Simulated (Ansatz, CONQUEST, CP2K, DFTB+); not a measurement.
# CP2K on rutile SnO2, size series (48 atoms): settings against a plane-wave reference

Aim: run rutile SnO2, size series (48 atoms) in CP2K and see how near its forces come to a plane-wave reference, and at what cost.

Method: the method is named at each step, in CP2K 2026.2.

## 1. Starting point

The cell holds 48 atoms: 16 Sn and 32 O. Its edges and angles: a = 9.474 Å, b = 9.474 Å, c = 6.372 Å, α = 90.0°, β = 90.0°, γ = 90.0°. It derives from SnO2 (rutile), repeated 2×2×2. Rutile SnO2 (cell 4.737, 4.737, 3.186, 90, 90, 90), 2 x 2 x 2 conventional cells; ideal positions. Then every atom was moved at random, 0.02 Å r.m.s. a Cartesian component.

The yardstick, on the same geometry:

```
method                                           : Kohn-Sham DFT, PBE, PAW, plane waves (Ansatz 0.2.0); cutoff 420 eV, Γ point, fermi-dirac smearing of 0.05 eV; PAW set soft_2
r.m.s. force component                           : 0.4482 eV/Å
longest force                                    : 1.769 eV/Å
pressure                                         : 11.61 GPa
gap (highest filled to lowest empty level) : 1.223 eV
SCF cycles                                       : 8
time                                             : 11 s on 4 threads of Intel Xeon Platinum 8259CL at 2.50GHz (Skylake/Cascade Lake), shared host
CPU time                                         : 26 s
```

## 2. PBE, DZVP-MOLOPT-SR, 600/50 Ry, diagonalisation

Method: Kohn-Sham DFT, PBE, GTH-PBE pseudopotentials, Gaussian and plane waves, DZVP-MOLOPT-SR-GTH, diagonalisation.

Contents of input.inp:

```
&GLOBAL
  PROJECT cell
  RUN_TYPE ENERGY_FORCE
  PRINT_LEVEL LOW
&END GLOBAL
&FORCE_EVAL
  METHOD QS
  STRESS_TENSOR ANALYTICAL
  &DFT
    BASIS_SET_FILE_NAME BASIS_MOLOPT
    POTENTIAL_FILE_NAME GTH_POTENTIALS
    &MGRID
      CUTOFF 600
      REL_CUTOFF 50
      NGRIDS 5
    &END MGRID
    &QS
      EPS_DEFAULT 1.0E-12
    &END QS
    &SCF
      SCF_GUESS ATOMIC
      EPS_SCF 1.0E-06
      MAX_SCF 200
      ADDED_MOS 14
      &DIAGONALIZATION
        ALGORITHM STANDARD
      &END DIAGONALIZATION
      &SMEAR ON
        METHOD FERMI_DIRAC
        ELECTRONIC_TEMPERATURE [K] 580
      &END SMEAR
      &MIXING
        METHOD BROYDEN_MIXING
        ALPHA 0.3
        NBROYDEN 8
      &END MIXING
      &PRINT
        &RESTART OFF
        &END RESTART
      &END PRINT
    &END SCF
    &XC
      &XC_FUNCTIONAL PBE
      &END XC_FUNCTIONAL
    &END XC
    &PRINT
      &MULLIKEN ON
      &END MULLIKEN
      &HIRSHFELD ON
        SHAPE_FUNCTION DENSITY
      &END HIRSHFELD
      &MO ON
        EIGENVALUES T
        OCCUPATION_NUMBERS T
        MO_INDEX_RANGE 117 140
        &EACH
          QS_SCF 0
        &END EACH
        ADD_LAST NUMERIC
      &END MO
    &END PRINT
  &END DFT
  &SUBSYS
    &CELL
      A 9.47400 0.00000 0.00000
      B 0.00000 9.47400 0.00000
      C 0.00000 0.00000 6.37200
    &END CELL
    &COORD
      Sn 0.01468 0.00104 0.02472
      Sn 2.35040 2.35050 1.57127
      O 1.47122 1.43256 6.33109
      O 3.26938 3.27080 0.00191
      O 0.92599 3.81253 1.59625
      O 3.83015 0.92258 1.58057
      Sn 0.03771 9.45259 3.18906
      Sn 2.37579 2.37219 4.76912
      O 1.45653 1.45672 3.20059
      O 3.30482 3.29364 3.17969
      O 0.93357 3.79993 4.77645
      O 3.81082 0.92713 4.76842
      Sn 0.00275 4.72592 6.35454
      Sn 2.39436 7.13534 1.58828
      O 1.45871 6.17023 0.01217
      O 3.28066 7.99454 6.37168
      O 0.90685 8.52480 1.59638
      O 3.84370 5.66621 1.58586
      Sn 9.45126 4.74306 3.18071
      Sn 2.35893 7.08409 4.80659
      O 1.47444 6.17506 3.20174
      O 3.28350 7.98781 3.18039
      O 0.92750 8.55313 4.78346
      O 3.83403 5.63883 4.76976
      Sn 4.73709 9.44814 6.36818
      Sn 7.12577 2.36594 1.58637
      O 6.19107 1.43986 0.00561
      O 8.00960 3.30226 0.00822
      O 5.62746 3.77624 1.57197
      O 8.56686 0.88876 1.59001
      Sn 4.72487 0.01014 3.16217
      Sn 7.10995 2.36168 4.79646
      O 6.20178 1.48780 3.19798
      O 8.00345 3.28833 3.16714
      O 5.66763 3.81831 4.80908
      O 8.55919 0.90202 4.81366
      Sn 4.75282 4.73757 6.35556
      Sn 7.08902 7.10654 1.62346
      O 6.20935 6.18936 0.00421
      O 8.03897 8.02874 0.00918
      O 5.65323 8.56506 1.58739
      O 8.57084 5.62793 1.61619
      Sn 4.72904 4.73473 3.12285
      Sn 7.11611 7.13856 4.76568
      O 6.18927 6.19600 3.21263
      O 7.99369 7.99568 3.15987
      O 5.65020 8.58685 4.76352
      O 8.56241 5.62348 4.76651
    &END COORD
    &KIND Sn
      BASIS_SET DZVP-MOLOPT-SR-GTH-q4
      POTENTIAL GTH-PBE-q4
    &END KIND
    &KIND O
      BASIS_SET DZVP-MOLOPT-SR-GTH-q6
      POTENTIAL GTH-PBE-q6
    &END KIND
  &END SUBSYS
  &PRINT
    &FORCES ON
    &END FORCES
    &STRESS_TENSOR ON
    &END STRESS_TENSOR
  &END PRINT
&END FORCE_EVAL
```

Command:

```
$ OMP_NUM_THREADS=2 cp2k.psmp -i input.inp > output.txt
```

Numbers of over 12 decimals in the logs are rounded to 6 here.

Output:

```text
CP2K| version string:                                       CP2K version 2026.2
 CP2K| Input file name                                                 input.inp
 GLOBAL| Basis set file name                                        BASIS_MOLOPT
 GLOBAL| Potential file name                                      GTH_POTENTIALS
 GLOBAL| Run type                                                   ENERGY_FORCE
 GLOBAL| Total number of message passing processes                             1
 GLOBAL| Number of threads for this process                                    2
 TOTAL NUMBERS AND MAXIMUM NUMBERS
  Total number of            - Atomic kinds:                                   2
                             - Atoms:                                         48
                             - Shell sets:                                    48
                             - Shells:                                       240
                             - Primitive Cartesian functions:                240
                             - Cartesian basis functions:                    672
                             - Spherical basis functions:                    624
  Maximum angular momentum of- Orbital basis functions:                        2
                             - Local part of the GTH pseudopotential:          2
                             - Non-local part of the GTH pseudopotential:      4
 SCF PARAMETERS         Density guess:                                    ATOMIC
                        max_scf:                                             200
                        eps_scf:                                        1.00E-06
                        added MOs                                        14    0
                        Mixing method:                            BROYDEN_MIXING
                                                charge density mixing in g-space
                        Smear method:                                FERMI_DIRAC
                        Electronic temperature [K]:                        580.0
                        Electronic temperature [a.u.]:                  1.84E-03
                        Accuracy threshold:                             1.00E-10
 Extrapolation method: initial_guess
 Number of electrons:                                                        256
 Number of occupied orbitals:                                                128
 Number of molecular orbitals:                                               142
 Number of orbital functions:                                                624
 Number of independent orbital functions:                                    624
 SCF WAVEFUNCTION OPTIMIZATION
  Step     Update method      Time    Convergence         Total energy    Change
     1 NoMix/Diag. 0.30E+00    8.2     1.46853971      -570.9398495341 -5.71E+02
     2 Broy./Diag. 0.30E+00   16.1     0.22590534      -521.2372730717  4.97E+01
     3 Broy./Diag. 0.30E+00   16.2     0.09402776      -563.2593134485 -4.20E+01
     4 Broy./Diag. 0.30E+00   16.3     0.02532450      -569.8442979089 -6.58E+00
[...]
11 Broy./Diag. 0.30E+00   16.6     0.00000389      -568.9752912707 -3.52E-05
    12 Broy./Diag. 0.30E+00   16.9     0.00000040      -568.9753584062 -6.71E-05
  *** SCF run converged in    12 steps ***
  Electronic density on regular grids:       -256.0000000000        0.0000000000
  Core density on regular grids:              255.9999999996       -0.0000000004
  Total charge density on r-space grids:       -0.0000000004
  Total charge density g-space grids:          -0.0000000004
  Overlap energy of the core charge distribution:               1.77591e-06
  Self energy of the core charge distribution:              -1448.204357
  Core Hamiltonian energy:                                    410.431728
  Hartree energy:                                             600.628171
  Exchange-correlation energy:                               -131.830899
  Electronic entropic energy:                                  -2.99022e-06
  Fermi energy:                                                 0.205418
  Total energy:                                              -568.975358
  Total energy (extrapolated to T->0):                       -568.975357
 MO| EIGENVALUES AND OCCUPATION NUMBERS
 MO|
 MO|  Index      Eigenvalue [a.u.]        Eigenvalue [eV]             Occupation
 MO|    117               0.153020               4.163891               2.000000
 MO|    118               0.153628               4.180434               2.000000
 MO|    119               0.154175               4.195328               2.000000
[...]
MO|    139               0.411852              11.207071               0.000000
 MO|    140               0.413643              11.255797               0.000000
 MO| Sum:                                                             256.000000
 MO| E(Fermi):            0.205418 a.u.          5.589702 eV
 !-----------------------------------------------------------------------------!
                     Mulliken Population Analysis
 #  Atom  Element  Kind  Atomic population                           Net charge
       1     Sn       1          2.221915                              1.778085
       2     Sn       1          2.231874                              1.768126
       3     O        2          6.897117                             -0.897117
[...]
47     O        2          6.893289                             -0.893289
      48     O        2          6.892881                             -0.892881
 # Total charge                            256.000000                  0.000000
 !-----------------------------------------------------------------------------!
 !-----------------------------------------------------------------------------!
                           Hirshfeld Charges
  #Atom  Element  Kind  Ref Charge     Population                    Net charge
      1       Sn     1       4.000          3.357                         0.643
      2       Sn     1       4.000          3.350                         0.650
      3       O      2       6.000          6.325                        -0.325
[...]
47       O      2       6.000          6.323                        -0.323
     48       O      2       6.000          6.324                        -0.324
  Total Charge                                                           -0.000
 !-----------------------------------------------------------------------------!
 ENERGY| Total FORCE_EVAL ( QS ) energy [hartree]           -568.975368
 FORCES| Atomic forces [hartree/bohr]
 FORCES|   Atom     x               y               z               |f|
 FORCES|      1 -2.72298349E-03 -2.08874801E-03 -1.34384663E-02   1.38697471E-02
 FORCES|      2  5.11545273E-03  8.46281653E-03  7.74737391E-03   1.25622021E-02
 FORCES|      3 -7.74119986E-03 -6.62305793E-03  1.09379297E-02   1.49475542E-02
[...]
FORCES|     47  6.94218195E-03 -7.99335089E-03  9.62319830E-04   1.06307859E-02
 FORCES|     48 -1.15165686E-02  1.32955882E-02  6.26360124E-03   1.86718161E-02
 FORCES| Sum    -1.13071895E-02  2.37889161E-03 -2.82998178E-06
 FORCES| Total atomic force                                       1.15547249E-02
 STRESS| Analytical stress tensor [bar]
 STRESS|                        x                   y                   z
 STRESS|      x        1.06849173668E+05  -6.70014030789E+02   1.88281777846E+03
 STRESS|      y       -6.70014030789E+02   1.06359667321E+05   8.52488543086E+02
 STRESS|      z        1.88281777846E+03   8.52488543086E+02   2.26068533659E+05
 STRESS| 1/3 Trace                                             1.46425791549E+05
```

Elapsed: 4.3 min, on 2 threads of Intel Xeon Platinum 8259CL at 2.50GHz (Skylake/Cascade Lake), shared host; peak memory 1.7 GiB.

Banners, paths, timers and routine set-up lines are dropped from the logs unmarked, and long logs keep their key lines alone; longer cuts are marked.

Compared with the plane-wave run:

| Item | Value |
| --- | --- |
| r.m.s. force component | 0.4425 eV/Å |
| r.m.s. difference of force components | 46.94 meV/Å |
| longest difference of force vectors | 168.1 meV/Å |
| force difference over r.m.s. force | 10.47 % |
| slope of forces against the reference's | 0.9819 |
| correlation of force components | 0.9946 |
| gap (highest filled to lowest empty level) | 1.022 eV |
| gap difference | -0.2007 eV |
| pressure | 14.64 GPa |
| pressure difference | 3.031 GPa |

Length of the force difference by element (eV/Å):

```tsv
element	atoms	mean	most
O	32	0.091	0.17
Sn	16	0.025	0.039
```

Levels nearest the highest filled one (eV from it): -0.91, -0.90, -0.88, -0.77, -0.77, -0.74, -0.67, -0.63, -0.61, -0.58, -0.53, 0.00, 1.02, 4.19, 4.21, 4.24, 4.28, 4.57, 4.61, 4.78, 4.84, 5.90, 6.13, 6.18.

Local excerpt of 9 atoms (numbers count through the whole input) about Sn43, which bears the longest force; x, y, z are measured from there.

```tsv
atom	x	y	z	distance (Å)	bonds	Hirshfeld charge (e)	Fx	Fy	Fz (eV/Å)
Sn43	0.00	0.00	0.00	0.00	6	0.66	0.42	-0.24	1.71
O18	-0.89	0.93	-1.54	2.00	3	-0.32	-0.33	0.36	-0.45
O10	-1.42	-1.44	0.06	2.03	3	-0.33	-0.32	-0.32	-0.20
O29	0.90	-0.96	-1.55	2.03	3	-0.32	0.25	-0.02	0.04
O45	1.46	1.46	0.09	2.07	3	-0.32	-0.45	-0.49	-0.32
O24	-0.90	0.90	1.65	2.08	3	-0.33	-0.32	0.39	-0.02
O35	0.94	-0.92	1.69	2.14	3	-0.33	0.04	-0.08	-0.81
Sn37	0.02	0.00	-3.14	3.14	6	0.65	-0.24	-0.23	-0.15
Sn37	0.02	0.00	3.23	3.23	6	0.65	-0.24	-0.23	-0.15
```

Forces lie 10 % from the reference's, at 18 times its CPU time (on 2 against 4 cores).

The difference per atom is largest on O (0.091 eV/Å on average, against 0.025 on Sn). The forces add up to 0.59 eV/Å instead of zero, usually a sign of too coarse a grid.

## 3. PBE, SZV-MOLOPT-SR, 600/50 Ry, diagonalisation

Method: Kohn-Sham DFT, PBE, GTH-PBE pseudopotentials, Gaussian and plane waves, SZV-MOLOPT-SR-GTH, diagonalisation.

Edit input.inp of step 2 so:

```diff
@@ -72,3 +72,3 @@
     &KIND Sn
-      BASIS_SET DZVP-MOLOPT-SR-GTH-q4
+      BASIS_SET SZV-MOLOPT-SR-GTH-q4
       POTENTIAL GTH-PBE-q4
@@ -76,3 +76,3 @@
     &KIND O
-      BASIS_SET DZVP-MOLOPT-SR-GTH-q6
+      BASIS_SET SZV-MOLOPT-SR-GTH-q6
       POTENTIAL GTH-PBE-q6
```

Command:

```
$ OMP_NUM_THREADS=1 cp2k.psmp -i input.inp > output.txt
```

Output:

```text
CP2K| version string:                                       CP2K version 2026.2
 CP2K| Input file name                                                 input.inp
 GLOBAL| Basis set file name                                        BASIS_MOLOPT
 GLOBAL| Potential file name                                      GTH_POTENTIALS
 GLOBAL| Run type                                                   ENERGY_FORCE
 GLOBAL| Total number of message passing processes                             1
 GLOBAL| Number of threads for this process                                    1
 TOTAL NUMBERS AND MAXIMUM NUMBERS
  Total number of            - Atomic kinds:                                   2
                             - Atoms:                                         48
[... lines left out ...]
                        Smear method:                                FERMI_DIRAC
[... lines left out ...]
 Number of electrons:                                                        256
[... lines left out ...]
  Step     Update method      Time    Convergence         Total energy    Change
[... lines left out ...]
  *** SCF run converged in    14 steps ***
[... lines left out ...]
  Fermi energy:                                                 0.249379
  Total energy:                                              -567.366941
  Total energy (extrapolated to T->0):                       -567.366447
[... lines left out ...]
 MO| E(Fermi):            0.249379 a.u.          6.785945 eV
[... lines left out ...]
 !-----------------------------------------------------------------------------!
 !-----------------------------------------------------------------------------!
                           Hirshfeld Charges
  #Atom  Element  Kind  Ref Charge     Population                    Net charge
      1       Sn     1       4.000          3.309                         0.691
      2       Sn     1       4.000          3.307                         0.693
      3       O      2       6.000          6.349                        -0.349
[...]
47       O      2       6.000          6.345                        -0.345
     48       O      2       6.000          6.346                        -0.346
  Total Charge                                                           -0.000
 !-----------------------------------------------------------------------------!
 ENERGY| Total FORCE_EVAL ( QS ) energy [hartree]           -567.366938
 FORCES| Atomic forces [hartree/bohr]
 FORCES|   Atom     x               y               z               |f|
 FORCES|      1 -2.17084121E-03 -4.06933211E-03 -1.59750495E-02   1.66275140E-02
 FORCES|      2  7.12505667E-03  8.91723831E-03  1.05553208E-02   1.55466514E-02
 FORCES|      3 -1.10163991E-02 -9.20110089E-03  1.13686729E-02   1.83103258E-02
[...]
FORCES|     47  1.09708437E-02 -1.20749836E-02  3.25627302E-04   1.63178024E-02
 FORCES|     48 -1.64279433E-02  1.91261686E-02  6.84365329E-03   2.61251457E-02
 FORCES| Sum    -1.29112804E-02  2.83586317E-03 -5.33240863E-05
 FORCES| Total atomic force                                       1.32191575E-02
 STRESS| Analytical stress tensor [bar]
 STRESS|                        x                   y                   z
 STRESS|      x        1.85883825070E+05  -1.04811422554E+03   2.98689723675E+03
 STRESS|      y       -1.04811422554E+03   1.85325281449E+05   1.68986275439E+03
 STRESS|      z        2.98689723675E+03   1.68986275439E+03   3.64272175669E+05
 STRESS| 1/3 Trace                                             2.45160427396E+05
```

Run time: 2.9 min. Hardware: 1 thread; peak memory 1.5 GiB.

Numbers from this run, and their distance from the reference:

```yaml
r_m_s_force_component: 0.5745 eV/Å
r_m_s_difference_of_force_components: 140.5 meV/Å
longest_difference_of_force_vectors: 453.6 meV/Å
force_difference_over_r_m_s_force: 31.36 %
slope_of_forces_against_the_reference_s: 1.273
correlation_of_force_components: 0.9927
pressure: 24.52 GPa
pressure_difference: 12.9 GPa
```

This is a coarse setting, run to see what it loses.

Against the first run (10 %), the force difference from the reference is 31 %, at 0.36 times the CPU time (on 1 against 2 cores), with 192 basis functions against 624: the smaller basis costs accuracy.

The forces add up to 0.68 eV/Å instead of zero, usually a sign of too coarse a grid.

[end of part 1 of 2]

[Also dropped from logs without a mark: logging warnings of Python, and SIESTA's first energy breakdown and zero terms.]

[Logs are printed without paths, hosts, clocks, repeated set-up lines and the standing remarks that a program may print on its own settings, such as how far it seeks lower states.]

[Hosts, paths, dates, database ids (printed as entryN), source tags and the programs' standing remarks are cut or masked in the printed files.]
